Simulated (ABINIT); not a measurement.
Runs of ABINIT 10.8.3 (patched build) on TiO2 (Anatase). The structure is tetragonal, space group I4_1/amd (No. 141). The conventional cell has a = 3.784 Å, b = 3.784 Å, c = 9.515 Å, α = 90.00°, β = 90.00°, γ = 90.00°. Around Ti (site symmetry -4m2) lie 6 O at 1.93 to 1.98 Å. Around O (site symmetry 2mm) lie 3 Ti at 1.93 to 1.98 Å. 

```csv
task,level,potentials or basis,cell,k mesh,cutoff (eV),fine-grid cutoff,cell freedom (optcell),cutoff smearing ecutsm (Ha),optimiser (ionmov),force stop (Ha/bohr),mesh quality,gap on the mesh (eV),pressure (GPa),relaxed volume (Å³/atom),largest force (eV/Å)
single point,PBEsol,JTH PAW PBE v2.0,as given,4 × 4 × 4,626,1224.51 eV,-,-,-,-,coarse,2.11,-0.4,-,0.01
single point,PBE,JTH PAW PBE v2.0,as given,4 × 4 × 4,626,1224.51 eV,-,-,-,-,coarse,2.16,5.5,-,0.12
single point,LDA,JTH PAW LDA v2.0,as given,6 × 6 × 6,626,1224.51 eV,-,-,-,-,not flagged,2.05,-6.5,-,0.12
relaxation of cell and atoms,PBEsol,JTH PAW PBE v2.0,relaxed,5 × 5 × 5,626,1224.51 eV,2,0.5,22,0.0001,coarse,2.11,0.0,11.36,-
single point,PBE,JTH PAW PBE v2.0,as given,6 × 6 × 6,626,1224.51 eV,-,-,-,-,not flagged,2.16,5.5,-,0.11
single point,LDA,JTH PAW LDA v2.0,as given,4 × 4 × 4,626,1224.51 eV,-,-,-,-,coarse,2.05,-6.5,-,0.11
relaxation of cell and atoms,LDA,JTH PAW LDA v2.0,relaxed,6 × 6 × 6,626,1224.51 eV,2,0.5,2,0.0002,not flagged,2.13,0.0,11.05,-
single point,PBEsol,JTH PAW PBE v2.0,as given,6 × 6 × 6,626,1224.51 eV,-,-,-,-,not flagged,2.11,-0.4,-,0.01
relaxation of cell and atoms,LDA,JTH PAW LDA v2.0,relaxed,6 × 6 × 6,626,1224.51 eV,2,0.5,2,5e-05,not flagged,2.13,0.0,11.05,-
single point,PBE,JTH PAW PBE v2.0,as given,10 × 10 × 10,626,1224.51 eV,-,-,-,-,not flagged,2.13,5.5,-,0.11
band structure,TB-mBJ,JTH PAW LDA v2.0,as given,6 × 6 × 6,762,1360.57 eV,-,-,-,-,not flagged,(a),-,-,-
```

Alike in all rows: no spin polarisation; smearing fermi-dirac 0.05 eV.

Fill in the values left out.

(a) 2.90.

Caveats: some runs use coarse meshes; the PAW data sets were made with another functional, which shifts forces and pressure a little (some runs); an odd mesh through Γ misses points on the zone boundary, where band edges often lie (some runs); the constant c of TB-mBJ comes from the pseudo density here, which moves gaps by up to 0.3 eV between sets of potentials (some runs).

Not every run made on this cell is shown here.
